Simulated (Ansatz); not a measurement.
A calculation with Ansatz 0.2.0 of BN (ASE script, structure from a POSCAR):

run.py

```python
import json

import ase.io
import numpy as np

import ansatz as az

atoms = ase.io.read("POSCAR", format="vasp")

calculation = (
    az.Crystal.from_ase(atoms)
    .calculation()
    .kpoints(9, 9, 5)
    .functional("blyp")
    .pseudopotentials(kind="paw", source="jth")
    .scf(extra_bands=10)
    .occupations(method="methfessel_paxton", width=0.05)
    .density_of_states(energy_step=0.05, projected=True, nscf_kmesh=(14, 14, 8))
    .forces()
    .stress()
    .band_table(publish=True)
)
outcome = calculation.run(threads=2, events_out="events.jsonl")

report = outcome.report
for line in open("events.jsonl"):
    event = json.loads(line)
    if event["event"] == "scf_iter":
        d = event["data"]
        print(f"SCF {d['iter']:3d}  HF = {d['harris_foulkes_ev']:.6f} eV  dr2 = {d['dr2_ev']:.2e} eV")
    elif event["event"] in ("relax_step", "md_step"):
        d = event["data"]
        print(f"{event['event']} {d['step']:3d}  E = {d['lagrangian_ev']:.6f} eV")
np.set_printoptions(precision=5, suppress=True, linewidth=110)
print("converged:", report["converged"], "after", report["n_iterations"], "iterations")
print(f"free energy {report['free_energy_ev']:.6f} eV, Fermi level {report['fermi_energy_ev']:.4f} eV")
for key in ("band_edges_ev", "magnetization_mub", "site_moments_mub", "site_moments_nc_mub", "forces_ev_ang",
                "stress_gpa"):
    if report.get(key) is not None:
        print(key, np.array(report[key]), sep="\n")
```

File POSCAR:

```
BN
1.0
    2.5539396017      0.0000000000      0.0000000000
   -1.2769698009      2.2117765748      0.0000000000
    0.0000000000      0.0000000000      4.2268550000
N B
2 2
Direct
    0.3346400000      0.6706570000      0.1222730000
    0.6617990000      0.3297410000      0.6276780000
    0.3285380000      0.6657380000      0.5045240000
    0.6652030000      0.3293380000      0.9975300000
```

Potentials or basis: JTH PAW.

Launch:

```bash
$ python run.py
```

The cell isn't the ideal one: atoms moved at random, drawn with an rms of 0.02 Å.

The cell comes from a database or a generator and needn't be the stable form of this composition.

Problem. Write the same calculation in another form: native input, structure typed inline.

Solution. As run:

The input input.yaml:

```yaml
crystal:
  lattice:
    - [2.5539396017, 0.0, 0.0]
    - [-1.2769698009, 2.2117765748, 0.0]
    - [0.0, 0.0, 4.226855]
  atoms:
    - { symbol: "N", position: [0.33464, 0.670657, 0.122273] }
    - { symbol: "N", position: [0.661799, 0.329741, 0.627678] }
    - { symbol: B, position: [0.328538, 0.665738, 0.504524] }
    - { symbol: B, position: [0.665203, 0.329338, 0.99753] }
hamiltonian:
  xc: blyp
  pseudopotentials: { kind: paw, source: jth }
kpoints:
  mp_grid: { grid: [9, 9, 5] }
scf:
  occupations: { method: methfessel_paxton, width: 0.05 }
  n_extra_bands: 10
output:
  forces: true
  stress: true
  eigenvalues: true
  dos: { projected: true, de: 0.05, nscf_kmesh: { grid: [14, 14, 8] } }
```

Potentials or basis: JTH PAW.

Run with:

```sh
$ ansatz run input.yaml --threads 2 --pin off --max-ram 5120MiB --backend cpu --events-out ev --progress --plain --runs-dir out
```

Both were run:

|  | ASE script, structure from a POSCAR | native input, structure typed inline |
| --- | --- | --- |
| Pressure | 6.4 GPa | 6.4 GPa |
| Largest force | 0.703 eV/Å | 0.703 eV/Å |
| Band gap on the k mesh | 5.60 eV, indirect (least direct gap 8.31 eV) | 5.60 eV, indirect (least direct gap 8.31 eV) |

Keys that steer only the numerical path or the files written may differ.

Caveat: odd divisions of the mesh miss points on the zone boundary, where band edges often lie, so the gap on the mesh can be too wide.
